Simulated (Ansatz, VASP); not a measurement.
**Two plane-wave programs on Ta2N**

Contents of POSCAR:

```
Ta2N
1.0
    3.1128615100      0.0000000000      0.0000000000
   -1.5564307500      2.6958171400      0.0000000000
    0.0000000000      0.0000000000      4.8698410000
Ta N
2 1
Direct
    0.6666666700      0.3333333300      0.7452890000
    0.3333333300      0.6666666700      0.2547110000
    0.0000000000      0.0000000000      0.0000000000
```

INCAR.step1

```
PREC = Accurate
ENCUT = 520
ISMEAR = 0
SIGMA = 0.1
LREAL = F
LASPH = T
NELM = 60
NBANDS = 20
GGA = PE
ALGO = Normal
EDIFF = 1E-4
LWAVE = T
LCHARG = F
```

The input INCAR.step2:

```
PREC = Accurate
ENCUT = 520
EDIFF = 1E-6
ISMEAR = 0
SIGMA = 0.1
LREAL = F
LASPH = T
NELM = 60
ALGO = Normal
ISIF = 2
LWAVE = F
LCHARG = F
METAGGA = R2SCAN
LMIXTAU = T
NBANDS = 20
ISTART = 1
```

Contents of KPOINTS:

```
regular mesh
0
Gamma
  6 6 4
```

Input for Ansatz:

```yaml
crystal:
  lattice:
    - [3.11286151, 0.0, 0.0]
    - [-1.55643075, 2.69581714, 0.0]
    - [0.0, 0.0, 4.869841]
  atoms:
    - { symbol: Ta, position: [0.66666667, 0.33333333, 0.745289] }
    - { symbol: Ta, position: [0.33333333, 0.66666667, 0.254711] }
    - { symbol: "N", position: [0.0, 0.0, 0.0] }
basis:
  ecutwfc: 600.0
kpoints:
  mp_grid: { grid: [6, 6, 4] }
hamiltonian:
  xc: r2scan
  pseudopotentials: { kind: paw, azcp: { folder: soft_1 } }
scf:
  occupations: { method: gaussian, width: 0.1 }
output:
  forces: true
  stress: true
  eigenvalues: true
```

The cell comes from a database or a generator and needn't be the stable form of this composition.

Alike in both runs: task single point; functional r2SCAN; k mesh 6 × 6 × 4; occupations gaussian, width 0.1 eV; no spin polarisation.

|  | VASP | Ansatz |
| --- | --- | --- |
| version | VASP 6.6.1 | Ansatz 0.2.0 |
| potentials or method | VASP PAW PBE potentials, release 64 (Ta_pv, N) | scalar-relativistic, plane waves, PAW |
| plane-wave cutoff (eV) | 520 | 600 |
| valence electrons in the cell | 27 | 31 |

VASP gave:

* gap on the k mesh at the Fermi level (eV): none
* pressure (GPa): -4.2
* largest component of the traceless stress (GPa): 1.29
* rms of the force components (eV/Å): 0.062

Problem. Which values does Ansatz return?

Solution. gap on the k mesh at the Fermi level (eV): none; pressure (GPa): -5.1; largest component of the traceless stress (GPa): 1.61; rms of the force components (eV/Å): 0.086.

Atom by atom the forces differ by 0.024 eV/Å (rms over components). A gap of «none» marks a metal or a gap that the smearing closes. With one functional, cell and mesh, what is left measures potentials, basis and numerics. The two sets of potentials don't hold the same shells in valence.

Caveats: the k mesh is coarse (spacing up to 0.39 Å⁻¹), so the values aren't converged; the PAW data sets were made with another functional, which shifts forces and pressure a little (VASP). The runs have no spin-orbit coupling, so splittings on Ta are missing.
